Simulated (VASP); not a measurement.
**K: relaxation of cell and atoms with LDA**

Crystal: K.

```
K
1.0
    -2.61800    2.61800    2.61800
     2.61800   -2.61800    2.61800
     2.61800    2.61800   -2.61800
K
1
Cartesian
  0.0000 0.0000 0.0000
```

| Quantity | Value |
| --- | --- |
| Program | VASP 6.6.1 |
| Task | relaxation of cell and atoms |
| Functional | LDA |
| Potentials or basis | VASP PAW LDA potentials, release 64 (K_sv) |
| Cutoff | 600 eV |
| k mesh | 12 × 12 × 12 |
| Occupations | gaussian, width 0.1 eV |
| Spin | no spin polarisation |
| Further INCAR settings | ALGO = Normal; EDIFF = 1e-07; IBRION = 2; EDIFFG = -0.005; NSW = 90; ISIF = 3 |

The relaxed volume is 64.13 Å³/atom, the relaxed cell is a = 4.367 Å, b = 4.367 Å, c = 4.367 Å, α = 109.47°, β = 109.47°, γ = 109.47° and the space group after relaxing (to 0.05 Å) is Im-3m (No. 229). The energy gained by relaxing is 10.7 meV/atom, the ionic steps are 4 and the pressure after relaxing is 0.0 GPa. The band gap on the k mesh is none (metal or under the smearing width).

The path:
```tsv
step	energy change (eV)	largest force (eV/Å)	pressure (GPa)	volume (Å³)
1	0.0000	0.0000	-0.41	71.77
2	-0.0044	0.0000	-0.33	69.88
3	-0.0106	0.0000	-0.02	64.39
4	-0.0107	0.0000	0.00	64.13
```

Final structure:
```
K
1.0
    -2.52148    2.52148    2.52148
     2.52148   -2.52148    2.52148
     2.52148    2.52148   -2.52148
K
1
Cartesian
  5.0430 0.0000 0.0000
```

Levels at points of the mesh, in eV from the Fermi level:
```tsv
k point	band 2	band 3	band 4	band 5	band 6	band 7
(0.00, 0.00, 0.00)	-15.40	-15.40	-15.40	-2.35	4.29	4.29
(0.50, 0.00, 0.00)	-15.51	-15.43	-15.40	0.40	0.83	3.12
(0.50, 0.50, 0.50)	-15.48	-15.48	-15.48	1.60	1.60	3.85
```

Run time: 72 s on 1 thread of AMD EPYC 9R45 (Zen 5) (shared host), peak memory 0.17 GiB.

Caveat: the volume moved by -11 % from the deposited cell, more than functionals usually miss. LDA usually gives volumes a few per cent too small.
